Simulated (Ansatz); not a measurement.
# B (P-1) in Ansatz: convergence with k mesh

Aim: find how far k mesh must go before the results for B settle, at LDA. This setting moves, with any that are tied to it; all else stays.

All numbers are computed with Ansatz 0.2.0; they aren't measurements. Logs are shortened: lines on timing, memory, paths and dates and some standing lists are left out, and cuts for length are marked.

**1. The cell of the first run**

The typed cell holds 2 atoms: a = 1.625 Å, b = 2.866 Å, c = 3.914 Å, α = 90.00°, β = 90.00°, γ = 90.00°.

The cell was built by a generator and needn't be a form met in nature.

The cell isn't the ideal one: atoms moved at random, drawn with an rms of 0.05 Å.

**2. With k mesh 5 × 3 × 2**

input.yaml

```yaml
crystal:
  lattice:
    - [1.62456, 0.0, 0.0]
    - [0.0, 2.86615, 0.0]
    - [0.0, 0.0, 3.9144]
  atoms:
    - { symbol: B, position: [-2.0e-05, 0.512092, 0.615896] }
    - { symbol: B, position: [0.514032, 0.005465, 0.397527] }
hamiltonian:
  xc: lda
  pseudopotentials: { kind: paw }
kpoints:
  mp_grid: { grid: [5, 3, 2] }
scf:
  occupations: { method: gaussian, width: 0.1 }
output:
  forces: true
  stress: true
  eigenvalues: true
```

Potentials or basis: Ansatz PAW.

Launch:

```
$ ansatz run input.yaml --threads 2 --pin off --max-ram 5632MiB --backend cpu --events-out ev --progress --plain --runs-dir out
```

It took 0.19 s on 2 threads of Arm Neoverse V2, shared host; peak memory 0.22 GiB.

Results:

```
Free energy            : -298.2972 eV
Pressure               : -6.0 GPa
Largest force          : 0.712 eV/Å
Band gap on the k mesh : none (metal or under the smearing width)
```

**3. With k mesh 6 × 4 × 3**

Edit input.yaml of step 2 so:

```diff
@@ -12,3 +12,3 @@
 kpoints:
-  mp_grid: { grid: [5, 3, 2] }
+  mp_grid: { grid: [6, 4, 3] }
 scf:
```

Potentials or basis: Ansatz PAW.

Launch:

```
$ ansatz run input.yaml --threads 2 --pin off --max-ram 5632MiB --backend cpu --events-out ev --progress --plain --runs-dir out
```

Run time: 0.27 s. Hardware: 2 threads of Arm Neoverse V2, shared host; peak memory 0.23 GiB.

What came out:

| Quantity | Value |
| --- | --- |
| Free energy | -298.4149 eV |
| Pressure | -6.8 GPa |
| Largest force | 0.279 eV/Å |
| Band gap on the k mesh | none (metal or under the smearing width) |

**4. With k mesh 8 × 4 × 3**

Edit input.yaml of step 3 so:

```diff
@@ -12,3 +12,3 @@
 kpoints:
-  mp_grid: { grid: [6, 4, 3] }
+  mp_grid: { grid: [8, 4, 3] }
 scf:
```

Launch:

```
$ ansatz run input.yaml --threads 2 --pin off --max-ram 5632MiB --backend cpu --events-out ev --progress --plain --runs-dir out
```

Wall time 0.29 s (2 threads of Arm Neoverse V2, shared host); peak memory 0.23 GiB.

What came out:

```yaml
Free_energy: -298.4406 eV
Pressure: -5.4 GPa
Largest_force: 0.275 eV/Å
Band_gap_on_the_k_mesh: none (metal or under the smearing width)
```

**5. With k mesh 9 × 5 × 4**

Edit input.yaml of step 4 so:

```diff
@@ -12,3 +12,3 @@
 kpoints:
-  mp_grid: { grid: [8, 4, 3] }
+  mp_grid: { grid: [9, 5, 4] }
 scf:
```

Launch:

```
$ ansatz run input.yaml --threads 2 --pin off --max-ram 5632MiB --backend cpu --events-out ev --progress --plain --runs-dir out
```

Run time: 0.42 s. Hardware: 2 threads of Arm Neoverse V2, shared host; peak memory 0.24 GiB.

Results:

```yaml
Free_energy: -298.4419 eV
Pressure: -6.0 GPa
Largest_force: 0.317 eV/Å
Band_gap_on_the_k_mesh: none (metal or under the smearing width)
```

**6. With k mesh 12 × 7 × 5**

Edit input.yaml of step 5 so:

```diff
@@ -12,3 +12,3 @@
 kpoints:
-  mp_grid: { grid: [9, 5, 4] }
+  mp_grid: { grid: [12, 7, 5] }
 scf:
```

Potentials or basis: Ansatz PAW.

Launch:

```
$ ansatz run input.yaml --threads 2 --pin off --max-ram 5632MiB --backend cpu --events-out ev --progress --plain --runs-dir out
```

Run time: 0.76 s. Hardware: 2 threads of Arm Neoverse V2, shared host; peak memory 0.28 GiB.

The run converged. Its results:

```yaml
Free_energy: -298.5024 eV
Pressure: -6.6 GPa
Largest_force: 0.391 eV/Å
Band_gap_on_the_k_mesh: none (metal or under the smearing width)
```

**7. With k mesh 14 × 8 × 6**

Edit input.yaml of step 6 so:

```diff
@@ -12,3 +12,3 @@
 kpoints:
-  mp_grid: { grid: [12, 7, 5] }
+  mp_grid: { grid: [14, 8, 6] }
 scf:
```

Launch:

```
$ ansatz run input.yaml --threads 2 --pin off --max-ram 5632MiB --backend cpu --events-out ev --progress --plain --runs-dir out
```

Wall time 1.2 s (2 threads of Arm Neoverse V2, shared host); peak memory 0.3 GiB.

Results (log left out):

```
Free energy            : -298.4875 eV
Pressure               : -6.2 GPa
Largest force          : 0.323 eV/Å
Band gap on the k mesh : none (metal or under the smearing width)
```

**8. With k mesh 18 × 10 × 8**

Edit input.yaml of step 7 so:

```diff
@@ -12,3 +12,3 @@
 kpoints:
-  mp_grid: { grid: [14, 8, 6] }
+  mp_grid: { grid: [18, 10, 8] }
 scf:
```

Launch:

```
$ ansatz run input.yaml --threads 2 --pin off --max-ram 5632MiB --backend cpu --events-out ev --progress --plain --runs-dir out
```

Wall time 2.4 s (2 threads of Arm Neoverse V2, shared host); peak memory 0.36 GiB.

The run converged. Its results:

```yaml
Free_energy: -298.5007 eV
Pressure: -6.3 GPa
Largest_force: 0.356 eV/Å
Band_gap_on_the_k_mesh: none (metal or under the smearing width)
```

**9. With k mesh 22 × 13 × 9**

Edit input.yaml of step 8 so:

```diff
@@ -12,3 +12,3 @@
 kpoints:
-  mp_grid: { grid: [18, 10, 8] }
+  mp_grid: { grid: [22, 13, 9] }
 scf:
```

Potentials or basis: Ansatz PAW.

Launch:

```
$ ansatz run input.yaml --threads 2 --pin off --max-ram 5632MiB --backend cpu --events-out ev --progress --plain --runs-dir out
```

It took 4.2 s on 2 threads of Arm Neoverse V2, shared host; peak memory 0.45 GiB.

Results (log left out):

| Property | Result |
| --- | --- |
| Free energy | -298.4975 eV |
| Pressure | -6.3 GPa |
| Largest force | 0.319 eV/Å |
| Band gap on the k mesh | none (metal or under the smearing width) |

**10. With k mesh 26 × 15 × 11**

Edit input.yaml of step 9 so:

```diff
@@ -12,3 +12,3 @@
 kpoints:
-  mp_grid: { grid: [22, 13, 9] }
+  mp_grid: { grid: [26, 15, 11] }
 scf:
```

Potentials or basis: Ansatz PAW.

Launch:

```
$ ansatz run input.yaml --threads 2 --pin off --max-ram 5632MiB --backend cpu --events-out ev --progress --plain --runs-dir out
```

Output:

```text
Warning: RAYON_NUM_THREADS=2 ignored (pool sized by the plan → 2); use --threads N
Engine: ansatz 0.2.0, aarch64-unknown-linux-gnu
Pseudopotentials: kind: paw
Pseudopotential: B, paw, valence charge 3, recommended cutoff 420 eV (normal), B.paw.azcp
Functional definition: SPW92
  exchange = slater_x
  correlation = pw_c
Crystal: 2 atoms, lattice volume = 18.226 Å³
Basis set: ecut = 420 eV, 361 PW (Γ)
Bands: 7, of which v1, the nominal top of the filled ones, is band 3 counted from 1 (2 counted from 0)
Symmetry: 2 space group operations
Space group: P-1 (ITA 2), of the structure as read, at distance tolerance 2.6e-5 Å
k-points: 2146 of 4290
Non-local potential: B, projectors of the file, l = 0: 2, l = 1: 2, l = 2: 1
PAW form: soft (Blöchl's): semilocal exchange-correlation on the pseudo side does not see the compensation charge
PAW frozen core: B, regenerated for the run's functional, and the local potential with it (the file was generated under x = pbe(κ = 0.804, μ = 0.2195149727645171), c = pbe(β = 0.06672455060314922))
PAW one-centre angular grid: B, 110 points (default); XC on 64 Gauss nodes
Initial density: superposition of atomic densities (neutral atoms: chi_scale 0, normalization atom), corrected by the library's trained network
Initial wavefunctions: pseudopotential atomic-orbital guess
Functional: x = slater, c = lda
SCF iter   1: F=—  HF=-298.517766 eV  |F-HF|=—  |Δ(HF+E_count)|=         —  Δρ=1.14e-2  dr2=4.69e-2  ethr=1.77e-3  ⟨swp⟩=4.5  Hψ=106194  notcnv=0
preconditioner: auto → none  [metal: Δε(μ)=0.001 eV  Ē_g=14.452 eV  σ=0.100 eV  W_gap=0.01  n_scr=4 (ndim 8)  ℏωp=21.3 eV  f_vac=0.000  D(μ)=0.50/eV (n_scr^D=4)  sad-step TF]
SCF iter   2: F=—  HF=-298.507953 eV  |F-HF|=—  |Δ(HF+E_count)|=   9.81e-3  Δρ=7.02e-3  dr2=2.15e-2  ethr=7.81e-4  ⟨swp⟩=1.0  Hψ=32190  notcnv=0
SCF iter   3: F=—  HF=-298.499296 eV  |F-HF|=—  |Δ(HF+E_count)|=   8.66e-3  Δρ=7.12e-4  dr2=1.32e-4  ethr=3.58e-4  ⟨swp⟩=2.6  Hψ=26000  notcnv=0
SCF iter   4: F=—  HF=-298.499279 eV  |F-HF|=—  |Δ(HF+E_count)|=   1.79e-5  Δρ=1.28e-4  dr2=3.67e-6  ethr=2.20e-6  ⟨swp⟩=2.2  Hψ=20805  notcnv=0  defer=1
SCF iter   5: F=—  HF=-298.499277 eV  |F-HF|=—  |Δ(HF+E_count)|=   1.37e-6  Δρ=1.53e-5  dr2=4.12e-8  ethr=6.11e-8  ⟨swp⟩=2.2  Hψ=19325  notcnv=0  defer=250
SCF iter   6: F=-298.499277 eV  HF=-298.499277 eV  |F-HF|=1.52e-9  |Δ(HF+E_count)|=   9.95e-9  Δρ=2.65e-6  dr2=2.01e-9  ethr=6.87e-10  ⟨swp⟩=3.7  Hψ=62390  notcnv=0
SCF 1 converged in 6 iterations: F = -298.499277 eV  dr2 = 2.01e-9
SCF converged after 6 iterations
Free energy (F): -298.499277 eV
Harris-Foulkes:  -298.499277 eV  (|F-HF|=1.52e-9)
Internal energy: -298.497082 eV  (E = F + TS)
E sigma→0 (E₀):  -298.498180 eV
Entropy (-TS):   -0.002195 eV (-1.097 meV/atom)
Fermi energy:    6.631690 eV
--- Per-component energies (eV) ---
  E_band       = -3.192546
  E_kinetic    = 98.143834
  E_local      = -114.314556  (includes V_loc(G=0)·N_el)
  E_nonlocal   = 24.177271
  E_hartree    = 35.267793
  E_xc         = -63.443641
  E_vxc        = -75.422029  (∫ρ·V_xc dr)
  E_paw        = -145.223371  (= ΣΔE_a)
  E_vpaw       = -6.312750  (= ΣTr[D̂ρ^β])
  E_aug_tail   = -0.000009  (compensation charges beyond the density's cutoff)
  E_ewald      = -133.196072
  E_core_change = 0.091669  (= ΣΔE_core)
  E_smearing   = -0.002195  (= −TS)
  E_closure    = -0.000000  (closes the sum)
  Σ components = -298.499277   (vs F -298.499277, Δ=0.00e0)
--- Forces (eV/Å), atoms counted from 1 ---
  atom   1  B      0.22521216    -0.14806851    -0.23690737
  atom   2  B     -0.22521216     0.14806851     0.23690737
  max |Σ_I F_I| component: 0.00e0 eV/Å
--- Stress (GPa, compression-positive) ---
       -6.839158      -0.147036       1.694386
       -0.147036      -6.837662      -1.146364
        1.694386      -1.146363      -4.940050
  P = ⅓ Tr σ = -6.2056 GPa (-62.056 kbar)
--- Band table (eV; the first three rows and the last of 2146) ---
  k-point 0: bands = ["-9.2719", "0.9072", "1.3610", "4.2091", "9.6957", "14.9115", "17.9323"]
  k-point 1: bands = ["-9.2530", "0.5980", "1.3690", "4.6175", "9.7113", "14.8111", "17.7820"]
  k-point 2: bands = ["-9.2015", "-0.0310", "1.3897", "5.5304", "9.7540", "14.5572", "17.4365"]
  k-point 2145: bands = ["0.4814", "0.5051", "10.1967", "10.2143", "14.9568", "15.0096", "15.4534"]
```

It took 7.2 s on 2 threads of Arm Neoverse V2, shared host; peak memory 0.59 GiB.

What came out:

* Free energy: -298.4993 eV
* Pressure: -6.2 GPa
* Largest force: 0.359 eV/Å
* Band gap on the k mesh: none (metal or under the smearing width)

**11. Summary**

| k mesh | energy less the tightest run, at zero smearing (meV/atom) | pressure (GPa) | largest force (eV/Å) | SCF cycles | CPU time (s) | peak memory (GiB) |
| --- | --- | --- | --- | --- | --- | --- |
| 5 × 3 × 2 | 103.93 | -6.02 | 0.712 | 6 | 0.27 | 0.22 |
| 6 × 4 × 3 | 43.16 | -6.77 | 0.279 | 8 | 0.42 | 0.23 |
| 8 × 4 × 3 | 30.59 | -5.35 | 0.275 | 6 | 0.47 | 0.23 |
| 9 × 5 × 4 | 29.44 | -6.01 | 0.317 | 6 | 0.72 | 0.24 |
| 12 × 7 × 5 | -1.64 | -6.57 | 0.391 | 6 | 1.4 | 0.28 |
| 14 × 8 × 6 | 6.04 | -6.20 | 0.323 | 6 | 2.2 | 0.3 |
| 18 × 10 × 8 | -0.67 | -6.29 | 0.356 | 6 | 4.7 | 0.36 |
| 22 × 13 × 9 | 0.85 | -6.28 | 0.319 | 6 | 8.2 | 0.45 |
| 26 × 15 × 11 | 0.00 | -6.21 | 0.359 | 6 | 14 | 0.59 |

Against the tightest run, the energy stays within 1 meV/atom from 18 × 10 × 8 on; the pressure stays within 0.1 GPa from 14 × 8 × 6 on. Not settled before the last step: the largest force (to 0.005 eV/Å). Meshes of other sizes hit other points, so gaps and Fermi surfaces needn't settle smoothly. The tightest run that finished is the yardstick and may itself not be fully converged.

Caveats: the PAW data sets come from PBE, with cores solved anew for the run's functional, which leaves a small shift of forces and pressure.
